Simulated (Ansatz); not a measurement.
# TiC: the cost of one run

Program: Ansatz 0.2.0. Level of theory: DFT PBE, scalar-relativistic, plane waves, PAW. These are calculated values, not measurements.

1 further run of the same task is left out (set aside as unsound or not needed).

### Step 1. The starting structure

It takes space group Fm-3m (No. 225, cubic). The conventional cell has a = 4.333 Å, b = 4.333 Å, c = 4.333 Å, α = 90.00°, β = 90.00°, γ = 90.00°. Around Ti (site symmetry m-3m) lie 6 C at 2.17 Å. C (site symmetry m-3m) is surrounded by 6 Ti at 2.17 Å.

Coordinates:

```cif
data_structure
_symmetry_space_group_name_H-M 'P 1'
_symmetry_Int_Tables_number 1
_cell_length_a 3.0638
_cell_length_b 3.0638
_cell_length_c 3.0638
_cell_angle_alpha 60.000
_cell_angle_beta 60.000
_cell_angle_gamma 60.000
_cell_volume 20.34
loop_
_atom_site_label
_atom_site_type_symbol
_atom_site_fract_x
_atom_site_fract_y
_atom_site_fract_z
_atom_site_occupancy
Ti1 Ti 0.00000 0.00000 0.00000 1
C1 C 0.50000 0.50000 0.50000 1
```

It is the result of an earlier relaxation at this level (volume 10.17 Å³/atom; gap on the mesh: none (metal)).

Its energy, with the smearing taken to zero, is -2752.2712 eV for the 2-atom cell on a 16×16×16 mesh; differences below count from it.

### Step 2. Cell: atoms packed at random at 1.00 times the crystal's volume

7 Ti, 7 C were thrown into a skewed cell at random, at 1.00 times a reference volume of the solid, and pushed apart as soft spheres.

The cell holds 7 Ti, 7 C: a = 5.204 Å, b = 5.469 Å, c = 5.113 Å, α = 84.17°, β = 99.60°, γ = 86.85°.

### Step 3. Relaxation without symmetry, coarse mesh

A cheap relaxation: coarse mesh, no symmetry, loose thresholds.

input.yaml

```yaml
crystal:
  lattice:
    - [5.183441, 0.158244, -0.4364]
    - [0.158244, 5.459487, 0.275968]
    - [-0.4364, 0.275968, 5.086683]
  atoms:
    - { symbol: Ti, position: [0.565713403, 0.3204356431, 0.3593078644] }
    - { symbol: Ti, position: [0.5990500471, 0.9788526245, 0.766792481] }
    - { symbol: Ti, position: [0.2417880615, 0.7479789063, 0.4297018592] }
    - { symbol: Ti, position: [0.4684656346, 0.4395538845, 0.8387362852] }
    - { symbol: Ti, position: [0.1508459368, 0.1996088735, 0.5204573839] }
    - { symbol: Ti, position: [0.1753878744, 0.8285470927, 0.9049728991] }
    - { symbol: Ti, position: [0.9092672378, 0.5253433111, 0.1350002755] }
    - { symbol: C, position: [0.8709079376, 0.4480891243, 0.6963014224] }
    - { symbol: C, position: [0.8424899116, 0.7065042209, 0.5691592697] }
    - { symbol: C, position: [0.8237925979, 0.9498679504, 0.3935780013] }
    - { symbol: C, position: [0.202663163, 0.2056940943, 0.0743098828] }
    - { symbol: C, position: [0.6398953442, 0.76993126, 0.3193697817] }
    - { symbol: C, position: [0.9470126499, 0.2097444587, 0.8849126666] }
    - { symbol: C, position: [0.9052892504, 0.0587437026, 0.1376801337] }
  symmetry: { detect: false }
basis:
  ecutwfc: 420
kpoints:
  mp_grid: { grid: [3, 3, 3], shift: [0.0, 0.0, 0.0] }
hamiltonian:
  xc: pbe
scf:
  occupations: { method: gaussian, width: 0.1 }
  lower_state_search: "off"
output:
  forces: true
  stress: true
  eigenvalues: true
relax:
  adjacent_minimum: "off"
  f_tol: 0.04
  max_steps: 70
  cell: { stress_tol: 0.3 }
```

Command:

```sh
ansatz run input.yaml --threads 2 --pin off --max-ram 4096MiB --backend cpu --events-out ev --progress --plain --runs-dir out
```

What time and memory should one allow on 2 threads of Intel Xeon 6975P-C (Granite Rapids), shared host?

About 1.8 min, with a peak of 0.52 GiB.
